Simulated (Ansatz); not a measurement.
Relaxed CaF2 (fluorite):

```yaml
crystal:
  lattice:
    - [0.00000, 5.43914, 5.43914]
    - [2.71957, 0.00000, 2.71957]
    - [2.71957, 2.71957, 0.00000]
  atoms:
    - { symbol: Ca, position: [0.00000, 0.00000, 0.00000] }
    - { symbol: Ca, position: [0.50000, 0.00000, 0.00000] }
    - { symbol: F, position: [0.12500, 0.25000, 0.25000] }
    - { symbol: F, position: [0.62500, 0.25000, 0.25000] }
    - { symbol: F, position: [0.37500, 0.75000, 0.75000] }
    - { symbol: F, position: [0.87500, 0.75000, 0.75000] }
```

The atoms are displaced by Q × the pattern below (from a DFPT mode at L = (0.5, 0.0, 0.0), largest move 1; Q in Å), at fixed cell. It is one choice among 2 degenerate patterns. (q is in reciprocal vectors of the primitive cell; the cell shown is doubled to hold the pattern.)

| atom | x | y | z |
|---|---|---|---|
| Ca1 | 0.285 | -0.520 | 0.805 |
| Ca2 | -0.285 | 0.520 | -0.805 |
| F3 | 0.165 | -0.301 | 0.466 |
| F4 | -0.165 | 0.301 | -0.466 |
| F5 | -0.165 | 0.301 | -0.466 |
| F6 | 0.165 | -0.301 | 0.466 |

Calculation: r2SCAN (plane waves to 500 eV, PAW, scalar-relativistic; Ansatz, a first-principles code). k mesh 11×11×11 (Γ-centred), Fermi-Dirac smearing 0.05 eV. CaF2 was relaxed with its symmetry unable to fall. 

```
Q (Å)   −dE/dQ from forces (eV/Å)
------  -------------------------
-0.180                      1.487
-0.150                      1.235
-0.120                      0.985
-0.090                      0.737
-0.060                      0.490
-0.030                      0.245
0.000                       0.000
0.030                      -0.245
0.060                      -0.490
0.090                      -0.737
0.120                      -0.985
0.150                      -1.235
0.180                      -1.487
```

### Question
What harmonic wavenumber does the curvature at Q = 0 give?

### Answer
145 cm⁻¹. E″ = 8.16 eV/Å², M = Σ mᵢ|uᵢ|² = 105.6 u, ν̃ = 521.5·√(|E″|/M).

(A displaced cell: forces are minus the slopes of the energy, force constants its curvatures, and phonons follow from these.)
